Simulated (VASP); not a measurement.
ZnS, 2 atoms in the cell. Symmetry: F-43m, No. 216, cubic system. Conventional cell: a = 5.447 Å, b = 5.447 Å, c = 5.447 Å, α = 90.00°, β = 90.00°, γ = 90.00°. Zn (site symmetry -43m) is surrounded by 4 S at 2.36 Å. Around S (site symmetry -43m) lie 4 Zn at 2.36 Å. 

```yaml
Program: VASP 6.6.1
Task: relaxation of cell and atoms
Functional: PBE
Potentials_or_basis: VASP PAW PBE potentials, release 64 (Zn, S)
Cutoff: 520 eV
k_mesh: 10 × 10 × 10
Occupations: gaussian, width 0.02 eV
Spin: no spin polarisation
Further_INCAR_settings: ALGO = Normal; EDIFF = 1e-07; IBRION = 2; EDIFFG = -0.002; NSW = 80; ISIF = 3
```

Potentials or basis: VASP PAW PBE potentials, release 64 (Zn, S).

Command:

```bash
$ cat potpaw_PBE.64/Zn/POTCAR potpaw_PBE.64/S/POTCAR > POTCAR
$ mpirun -np 4 vasp_std > vasp.out
```

Hardware: 4 MPI ranks on Intel(R) Xeon(R) Platinum 8488C (Sapphire Rapids), with other jobs on the host.

Task: How long does it take, and how much memory?

Result: Run time: 7.7 s on 4 MPI ranks on Intel(R) Xeon(R) Platinum 8488C (Sapphire Rapids), on a shared host, peak memory 0.16 GiB a rank. Counts: scf iterations 14, k points 47, ion steps 1.
